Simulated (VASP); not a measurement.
Wanted: the native input for a VASP 6.6.1 run.

```yaml
Task: single point
Functional: PBE
Potentials_or_basis: VASP PAW PBE potentials, release 64 (Ge_d_GW)
Cutoff: 450 eV
k_mesh: 3 × 3 × 2
Occupations: gaussian, width 0.02 eV
Spin: no spin polarisation
Further_INCAR_settings: ALGO = Fast; EDIFF = 1e-06
```

The structure of Ge lies in POSCAR:

```
Ge
1.0
    3.9975858431      0.0000000000      0.0000000000
   -1.9987929216      3.4620108940      0.0000000000
    0.0000000000      0.0000000000      6.5993779500
Ge
4
Direct
    0.3333333333      0.6666666667      0.9370987500
    0.6666666667      0.3333333333      0.4370987500
    0.3333333333      0.6666666667      0.5629012500
    0.6666666667      0.3333333333      0.0629012500
```

This isn't the form of Ge at room conditions, which is diamond.

These files were run (other wordings do the same):

INCAR

```
SYSTEM = Ge
PREC = Accurate
ENCUT = 450
EDIFF = 1E-6
ISMEAR = 0
SIGMA = 0.02
LREAL = .False.
LASPH = .True.
NELM = 60
ALGO = Fast
ISIF = 2
LWAVE = .False.
LCHARG = .False.
GGA = PE
```

KPOINTS

```
Automatic mesh
0
Gamma
  3 3 2
  0 0 0
```

Potentials or basis: VASP PAW PBE potentials, release 64 (Ge_d_GW).

Launch:

```sh
$ cat potpaw_PBE.64/Ge_d_GW/POTCAR > POTCAR
$ mpirun -np 1 vasp_std > vasp.out
```

Results of the run:

- Pressure: 5.0 GPa
- Largest force: 0.165 eV/Å
- Band gap on the k mesh: 0.11 eV, direct

Caveat: the k mesh is coarse (spacing up to 0.60 Å⁻¹), so the values aren't converged; the cutoff is under 1.25 times the usual one of these potentials, so pressure, stress and relaxed cells hold a basis-set (Pulay) error.

Wall time 14 s on 1 thread of AMD EPYC 9R45 96-Core Processor (Zen 5) (shared host), peak memory 0.14 GiB.
